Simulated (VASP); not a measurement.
# SnTe (Fm-3m) in VASP: band structure with HSE06

Aim: the band structure of SnTe with HSE06.

Program: VASP 6.6.1. These are calculated values, not measurements. Logs are shortened: lines on timing, memory, paths and dates and some standing lists are left out, and cuts for length are marked.

**The experiment to reproduce.**

From a printed reference work, textbook, for a bulk crystal of SnTe at 300 K: band gap 0.18 eV (direct).

The runs below are set against these values where they give the same quantity.

## 1. Starting point

It takes space group Fm-3m (No. 225, cubic). Conventional cell: a = 6.289 Å, b = 6.289 Å, c = 6.289 Å, α = 90.00°, β = 90.00°, γ = 90.00°. Sn (site symmetry m-3m) has 6 Te at 3.14 Å as nearest neighbours. Te (site symmetry m-3m) has 6 Sn at 3.14 Å as nearest neighbours.

## 2. Band structure, HSE06

Contents of POSCAR:

```
SnTe                                    
1.0
    0.0000000000      3.1443929232      3.1443929232
    3.1443929232      0.0000000000      3.1443929232
    3.1443929232      3.1443929232      0.0000000000
  Sn              Te            
     1     1
Direct
     0.0000000000000000    0.0000000000000000    0.0000000000000000
     0.5000000000000000    0.5000000000000000    0.5000000000000000
```

Contents of INCAR.step1:

```
PREC = Accurate ; ENCUT = 520
EDIFF = 1E-5 ; ISMEAR = 0
SIGMA = 0.02 ; LREAL = F
LASPH = T ; NELM = 60
ALGO = Normal ; ISIF = 2
LWAVE = T ; LCHARG = F
KPAR = 4 ; GGA = PE
```

Contents of INCAR.step2:

```
PREC = Accurate ; ENCUT = 520
EDIFF = 1E-7 ; ISMEAR = 0
SIGMA = 0.02 ; LREAL = F
LASPH = T ; NELM = 60
ALGO = Normal ; ISIF = 2
LWAVE = F ; LCHARG = F
GGA = PE ; LHFCALC = T
HFSCREEN = 0.2 ; PRECFOCK = Fast
KPAR = 4 ; ISTART = 1
```

Contents of KPOINTS:

```
regular mesh
0
Gamma
  6 6 6
```

Contents of KPOINTS_OPT:

```
path GXWKGLUWLK,UX
10
line-mode
reciprocal
 0.0000000000  0.0000000000  0.0000000000  G
 0.5000000000  0.0000000000  0.5000000000  X

 0.5000000000  0.0000000000  0.5000000000  X
 0.5000000000  0.2500000000  0.7500000000  W

 0.5000000000  0.2500000000  0.7500000000  W
 0.3750000000  0.3750000000  0.7500000000  K

 0.3750000000  0.3750000000  0.7500000000  K
 0.0000000000  0.0000000000  0.0000000000  G

 0.0000000000  0.0000000000  0.0000000000  G
 0.5000000000  0.5000000000  0.5000000000  L

 0.5000000000  0.5000000000  0.5000000000  L
 0.6250000000  0.2500000000  0.6250000000  U

 0.6250000000  0.2500000000  0.6250000000  U
 0.5000000000  0.2500000000  0.7500000000  W

 0.5000000000  0.2500000000  0.7500000000  W
 0.5000000000  0.5000000000  0.5000000000  L

 0.5000000000  0.5000000000  0.5000000000  L
 0.3750000000  0.3750000000  0.7500000000  K

 0.6250000000  0.2500000000  0.6250000000  U
 0.5000000000  0.0000000000  0.5000000000  X
```

Potentials or basis: VASP PAW PBE potentials, release 64 (Sn_d, Te).

Run with:

```sh
cat potpaw_PBE.64/Sn_d/POTCAR potpaw_PBE.64/Te/POTCAR > POTCAR
cp INCAR.step1 INCAR
mpirun -np 4 vasp_std > vasp.out
cp INCAR.step2 INCAR
mpirun -np 4 vasp_std > vasp.out
```

OUTCAR:

```text
PREC = Accurate
   ENCUT = 520
   EDIFF = 1E-7
   ISMEAR = 0
   LREAL = F
   LASPH = T
   NELM = 60
   ISIF = 2
   GGA = PE
   LHFCALC = T
   HFSCREEN = 0.2
   PRECFOCK = Fast
   ISTART = 1

 ion  position               nearest neighbor table
   1  0.000  0.000  0.000-   2 3.14   2 3.14   2 3.14   2 3.14   2 3.14   2 3.14
   2  0.500  0.500  0.500-   1 3.14   1 3.14   1 3.14   1 3.14   1 3.14   1 3.14

  LATTYP: Found a face centered cubic cell.
 ALAT       =     6.2887858464

  Lattice vectors:

 A1 = (   0.0000000000,   3.1443929232,   3.1443929232)
 A2 = (   3.1443929232,   0.0000000000,   3.1443929232)
 A3 = (   3.1443929232,   3.1443929232,   0.0000000000)

Analysis of symmetry for initial positions (statically):
=====================================================================
 Subroutine PRICEL returns:
 Original cell was already a primitive cell.

 Routine SETGRP: Setting up the symmetry group for a
 face centered cubic supercell.

 Subroutine GETGRP returns: Found 48 space group operations
 (whereof 48 operations were pure point group operations)
 out of a pool of 48 trial point group operations.

The static configuration has the point symmetry O_h .

Analysis of symmetry for dynamics (positions and initial velocities):
=====================================================================
 Subroutine PRICEL returns:
 Original cell was already a primitive cell.

 Routine SETGRP: Setting up the symmetry group for a
 face centered cubic supercell.

 Subroutine GETGRP returns: Found 48 space group operations
 (whereof 48 operations were pure point group operations)
 out of a pool of 48 trial point group operations.

The dynamic configuration has the point symmetry O_h .

 Subroutine INISYM returns: Found 48 space group operations
 (whereof 48 operations are pure point group operations),
 and found     1 'primitive' translations

----------------------------------------------------------------------------------------

                                     Primitive cell

  volume of cell :      62.1785

  direct lattice vectors                    reciprocal lattice vectors
     0.000000000  3.144392923  3.144392923    -0.159013206  0.159013206  0.159013206
     3.144392923  0.000000000  3.144392923     0.159013206 -0.159013206  0.159013206
     3.144392923  3.144392923  0.000000000     0.159013206  0.159013206 -0.159013206

  length of vectors
     4.446843117  4.446843117  4.446843117     0.275418952  0.275418952  0.275418952

  position of ions in fractional coordinates (direct lattice)
     0.000000000  0.000000000  0.000000000
     0.500000000  0.500000000  0.500000000

  ion indices of the primitive-cell ions
   primitive index   ion index
                 1           1
                 2           2

----------------------------------------------------------------------------------------

 KPOINTS: regular mesh

Automatic generation of k-mesh.
 Grid dimensions read from file:
 generate k-points for:    6    6    6

 Generating k-lattice:

  Cartesian coordinates                     Fractional coordinates (reciprocal lattice)
    -0.026502201  0.026502201  0.026502201     0.166666667  0.000000000  0.000000000
     0.026502201 -0.026502201  0.026502201     0.000000000  0.166666667  0.000000000
     0.026502201  0.026502201 -0.026502201     0.000000000  0.000000000  0.166666667

  Length of vectors
     0.045903159  0.045903159  0.045903159

  Shift w.r.t. Gamma in fractional coordinates (k-lattice)
     0.000000000  0.000000000  0.000000000

 Subroutine IBZKPT returns following result:
 ===========================================

 Found     16 irreducible k-points:

 Following reciprocal coordinates:
            Coordinates               Weight
  0.000000  0.000000  0.000000      1.000000
  0.166667  0.000000  0.000000      8.000000
  0.333333  0.000000  0.000000      8.000000
  0.500000  0.000000  0.000000      4.000000
  0.166667  0.166667  0.000000      6.000000
  0.333333  0.166667  0.000000     24.000000
[... 8 lines left out ...]
 -0.333333  0.333333  0.166667     24.000000
 -0.333333  0.500000  0.166667     12.000000
   k-points           NKPTS =     16   k-points in BZ     NKDIM =    216   number of bands    NBANDS=     14
   number of dos      NEDOS =    301   number of ions     NIONS =      2
   total plane-waves  NPLWV =  46656
   dimension x,y,z NGX =    36 NGY =   36 NGZ =   36
   dimension x,y,z NGXF=    72 NGYF=   72 NGZF=   72
   ions per type =               1   1
   NGX,Y,Z   is equivalent  to a cutoff of  13.46, 13.46, 13.46 a.u.
   NGXF,Y,Z  is equivalent  to a cutoff of  26.92, 26.92, 26.92 a.u.
 SYSTEM =  unknown system
   PREC   = accura    normal or accurate (medium, high low for compatibility)
   ISTART =      1    job   : 0-new  1-cont  2-samecut
   ICHARG =      0    charge: 1-file 2-atom 10-const
   ISPIN  =      1    spin polarized calculation?
   LNONCOLLINEAR =      F non collinear calculations
   LSORBIT =      F    spin-orbit coupling
   LASPH  =      T    aspherical Exc in radial PAW
   ENCUT  =  520.0 eV  38.22 Ry    6.18 a.u.   8.27  8.27  8.27*2*pi/ulx,y,z
   NELM   =     60;   NELMIN=  2; NELMDL=  0     # of ELM steps
   EDIFF  = 0.1E-06   stopping-criterion for ELM
   LREAL  =      F    real-space projection
   EDIFFG = 0.1E-05   stopping-criterion for IOM
   NSW    =      0    number of steps for IOM
   IBRION =     -1    ionic relax: 0-MD 1-quasi-New 2-CG
   NFREE  =      0    steps in history (QN), initial steepest desc. (CG)
   ISIF   =      2    stress and relaxation
   ISYM   =      3    0-nonsym 1-usesym 2-fastsym
   POTIM  = 0.5000    time-step for ionic-motion
   TEBEG  =    0.0;   TEEND  =   0.0 temperature during run
   PSTRESS=    0.0 pullay stress
   NELECT =      20.0000    total number of electrons
   NUPDOWN=      -1.0000    fix difference up-down
   EMIN   =  10.00;   EMAX   =-10.00  energy-range for DOS
   EFERMI =   0.00;   METHOD = LEGACY
   ISMEAR =     0;   SIGMA  =   0.02  broadening in eV -4-tet -1-fermi 0-gaus
   EFERMI_NEDOS =   21; number of points for ismear=-14 and -15
   IALGO  =     38    algorithm
   IMIX   =      1    mixing-type and parameters
     AMIX     =   0.40;   BMIX     =  1.00
     AMIX_MAG =   1.60;   BMIX_MAG =  1.00
  volume/ion in A,a.u.               =      31.09       209.80
  Fermi-wavevector in a.u.,A,eV,Ry     =   1.121686  2.119679 17.118575  1.258180
  Thomas-Fermi vector in A             =   2.258341
   LORBIT       =      0    0 simple, 1 ext, 2 COOP (PROOUT), +10 PAW based schemes
   GGA     = PE    functional components
   LHFCALC =     T    Hartree Fock is set to
   PRECFOCK=fast      Normal, Fast or Accurate (Low or Medium for compatibility)
   ENCUT4O =  -1.0   cutoff for four orbital integrals eV
   NKREDX  =     1    reduce k-point grid by
   NKREDY  =     1    reduce k-point grid by
   NKREDZ  =     1    reduce k-point grid by
   AEXX    =    0.2500 exact exchange contribution
   HFSCREEN=    0.2000 screening length (either q_TF or 0.3 A-1)
   HFSCREENC=   0.2000 screening length for correlation (either q_TF or 0.3 A-1)
   ENCUTFOCK=  -1.0 apply spherical cutoff to Coloumb kernel
   IVDW    =     0    specifies the selected vdW correction
   LEPSILON=     F    determine dielectric tensor
   LRPA    =     F    only Hartree local field effects (RPA)
 non-spin polarized calculation
 Gauss-broadening in eV      SIGMA  =   0.02
  energy-cutoff  :      520.00
  volume of cell :       62.18
 maximum number of plane-waves:      1687
 NGX is ok and might be reduce to    36
  NGX = 20; NGY = 20; NGZ = 20

 number of electron      19.9999998 magnetization

 Free energy of the ion-electron system (eV)
  ---------------------------------------------------
  ext. energy  EPLUGINS =         0.00000000
  ---------------------------------------------------
  free energy    TOTEN  =        -9.05105460 eV

  energy without entropy =       -9.05100507  energy(sigma->0) =       -9.05102983

 E-fermi :   7.0865     XC(G=0):  -7.9271

 val. band max:        7.0572539940   @ k =   0.5000   0.0000   0.0000
 cond. band min:       7.1156712364   @ k =   0.5000   0.0000   0.0000
 fundamental gap:      0.0584172424
 Fermi energy:         7.0864626155

 k-point     1 :       0.0000    0.0000    0.0000
  band No.  band energies     occupation
      1     -17.3894      2.00000
      2     -17.3894      2.00000
      3     -17.3768      2.00000
      4     -17.3768      2.00000
      5     -17.3768      2.00000
      6      -7.3891      2.00000
      7       1.8770      2.00000
      8       4.3620      2.00000
      9       4.3620      2.00000
     10       4.3620      2.00000
     11      10.8462      0.00000
     12      10.8462      0.00000
     13      10.8462      0.00000
     14      12.0879      0.00000

 k-point     2 :       0.1667    0.0000    0.0000
  band No.  band energies     occupation
      1     -17.3908      2.00000
      2     -17.3908      2.00000
      3     -17.3764      2.00000
      4     -17.3753      2.00000
      5     -17.3752      2.00000
      6      -7.1272      2.00000
      7       0.4915      2.00000
      8       4.4103      2.00000
      9       4.4103      2.00000
     10       5.3315      2.00000
     11       9.6220      0.00000
     12       9.6220      0.00000
     13       9.6858      0.00000
     14      12.1089      0.00000
[... 207 lines left out ...]
      1     -17.4012      2.00000
      2     -17.3917      2.00000
      3     -17.3736      2.00000
      4     -17.3726      2.00000
      5     -17.3672      2.00000
      6      -5.5862      2.00000
      7      -1.7428      2.00000
      8       1.9180      2.00000
      9       2.2115      2.00000
     10       5.8292      2.00000
     11       7.8207      0.00000
     12      11.4282      0.00000
     13      11.9373      0.00000
     14      13.1749      0.00000

 k-point    16 :      -0.3333    0.5000    0.1667
  band No.  band energies     occupation
      1     -17.4051      2.00000
      2     -17.3886      2.00000
      3     -17.3771      2.00000
      4     -17.3696      2.00000
      5     -17.3657      2.00000
      6      -5.4871      2.00000
      7      -1.1209      2.00000
      8       0.9020      2.00000
      9       1.8926      2.00000
     10       4.7331      2.00000
     11       9.3991      0.00000
     12      10.7155      0.00000
     13      13.0802      0.00000
     14      13.2161      0.00000

------------------------ aborting loop because EDIFF is reached ----------------------------------------

  FORCE on cell =-STRESS in cart. coord.  units (eV):
  Direction    XX          YY          ZZ          XY          YZ          ZX
  --------------------------------------------------------------------------------------
  -------------------------------------------------------------------------------------
  Total        0.5811672      0.5811672      0.5811672     -0.0000000     -0.0000000      0.0000000
  in kB       14.9751529     14.9751529     14.9751529     -0.0000000     -0.0000000      0.0000000
  external PRESSURE =      14.9751529 kB  Pullay stress =       0.0000000 kB

 VOLUME and BASIS-vectors are now :
 -----------------------------------------------------------------------------
  energy-cutoff  :      520.00
  volume of cell :       62.18
      direct lattice vectors                 reciprocal lattice vectors
     0.000000000  3.144392923  3.144392923    -0.159013206  0.159013206  0.159013206
     3.144392923  0.000000000  3.144392923     0.159013206 -0.159013206  0.159013206
     3.144392923  3.144392923  0.000000000     0.159013206  0.159013206 -0.159013206

 POSITION                                       TOTAL-FORCE (eV/Angst)
 -----------------------------------------------------------------------------------
      0.00000      0.00000      0.00000        -0.000000     -0.000000     -0.000000
      3.14439      3.14439      3.14439         0.000000      0.000000      0.000000
 -----------------------------------------------------------------------------------
    total drift:                                0.000000      0.000001      0.000001

  FREE ENERGIE OF THE ION-ELECTRON SYSTEM (eV)
  ---------------------------------------------------
  free  energy   TOTEN  =        -9.0510545955 eV

  energy  without entropy=       -9.0510050730  energy(sigma->0) =       -9.05102983
```

Wall time 65 min (4 MPI ranks of Intel Xeon Platinum 8259CL at 2.50GHz (Skylake/Cascade Lake), shared host); peak memory 0.42 GiB.

Results:

```yaml
Free_energy: -9.0511 eV
Pressure: 1.5 GPa
Band_gap_on_the_k_mesh: 0.06 eV, direct
Band_gap_along_the_path: 0.06 eV, direct
```

Levels at the corners of the path, in eV from the valence-band top:
| point | band 6 | band 7 | band 8 | band 9 | band 10 | band 11 | band 12 | band 13 | band 14 |
| --- | --- | --- | --- | --- | --- | --- | --- | --- | --- |
| Γ | -14.45 | -5.18 | -2.70 | -2.70 | -2.70 | 3.79 | 3.79 | 3.79 | 5.03 |
| X | -12.62 | -7.30 | -6.55 | -4.48 | -4.48 | 2.27 | 5.53 | 5.53 | 7.13 |
| X | -12.62 | -7.30 | -6.55 | -4.48 | -4.48 | 2.27 | 5.53 | 5.53 | 7.13 |
| W | -12.52 | -8.39 | -5.70 | -5.70 | -1.15 | 0.97 | 4.97 | 4.97 | 6.69 |
| W | -12.52 | -8.39 | -5.70 | -5.70 | -1.15 | 0.97 | 4.97 | 4.97 | 6.69 |
| K | -12.58 | -8.46 | -6.10 | -3.92 | -3.21 | 3.34 | 3.37 | 4.53 | 6.16 |
| K | -12.58 | -8.46 | -6.10 | -3.92 | -3.21 | 3.34 | 3.37 | 4.53 | 6.16 |
| Γ | -14.45 | -5.18 | -2.70 | -2.70 | -2.70 | 3.79 | 3.79 | 3.79 | 5.03 |
| Γ | -14.45 | -5.18 | -2.70 | -2.70 | -2.70 | 3.79 | 3.79 | 3.79 | 5.03 |
| L | -12.97 | -9.53 | -2.34 | -2.34 | 0.00 | 0.06 | 0.41 | 0.41 | 8.32 |
| L | -12.97 | -9.53 | -2.34 | -2.34 | 0.00 | 0.06 | 0.41 | 0.41 | 8.32 |
| U | -12.58 | -8.46 | -6.10 | -3.92 | -3.21 | 3.34 | 3.37 | 4.53 | 6.16 |
| U | -12.58 | -8.46 | -6.10 | -3.92 | -3.21 | 3.34 | 3.37 | 4.53 | 6.16 |
| W | -12.52 | -8.39 | -5.70 | -5.70 | -1.15 | 0.97 | 4.97 | 4.97 | 6.69 |
| W | -12.52 | -8.39 | -5.70 | -5.70 | -1.15 | 0.97 | 4.97 | 4.97 | 6.69 |
| L | -12.97 | -9.53 | -2.34 | -2.34 | 0.00 | 0.06 | 0.41 | 0.41 | 8.32 |
| L | -12.97 | -9.53 | -2.34 | -2.34 | 0.00 | 0.06 | 0.41 | 0.41 | 8.32 |
| K | -12.58 | -8.46 | -6.10 | -3.92 | -3.21 | 3.34 | 3.37 | 4.53 | 6.16 |
| U | -12.58 | -8.46 | -6.10 | -3.92 | -3.21 | 3.34 | 3.37 | 4.53 | 6.16 |
| X | -12.62 | -7.30 | -6.55 | -4.48 | -4.48 | 2.27 | 5.53 | 5.53 | 7.13 |

Caveat: the PAW data sets were made with another functional, which shifts forces and pressure a little; spin-orbit coupling is left out, which moves the levels of the heavy elements.

## 3. Against experiment

Step 2. Against the measured gap of SnTe, 0.18 eV (direct; 300 K; a printed reference work, textbook), the calculated 0.06 eV is off by -0.12 eV. Spin-orbit coupling on Sn, Te is left out. The value is that of HSE06, without temperature or zero-point motion.
